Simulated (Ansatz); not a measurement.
**TiPbO₃: reading a single point**

```xyz
5
Lattice="3.9772 0.0000 0.0000 0.0000 3.9772 0.0000 0.0000 0.0000 3.9772" Properties=species:S:1:pos:R:3 pbc="T T T"
Pb    0.0000    0.0000    0.0000
Ti    1.9886    1.9886    1.9886
O     1.9886    1.9886    0.0000
O     1.9886    0.0000    1.9886
O     0.0000    1.9886    1.9886
```

Single point in Ansatz 0.2.0 with r2SCAN, no spin polarisation. Cutoff 500 eV, PAW datasets, 7×7×7 Γ-centred k mesh, fermi-dirac filling (width 0.0453 eV).

(1) What does the stress say?

(2) What is the character of the valence top and the conduction bottom?

(3) Give the Bader charges.

(4) Metal or insulator? Give the gap.

(5) What is the formation energy?

Origin: a database entry at a rescaled volume. Caveats: no spin-orbit coupling, which can shift this gap by tenths of an eV; the mesh misses a band edge that the path finds.

## Answers

(1) The pressure is -5.7 GPa (compression positive), so with the atoms held at these fractions the cell would first shrink.

(2) Within 0.7 eV of the edges, the states project mainly on O p (89 %) below the gap and on Ti d (91 %) above it.

(3) Bader charges in e: Ti +2.35, Pb +1.45, O -1.27. In the mean Ti gives up most and O takes most.

(4) The gap is 1.95 eV, indirect (the least direct gap found is 1.96 eV).

(5) -2.51 eV an atom against the elements' usual phases (free molecules for gases, crystals otherwise, with no correction for O₂ or N₂), so it is bound against them; other compounds may still compete. Relaxing would lower it.
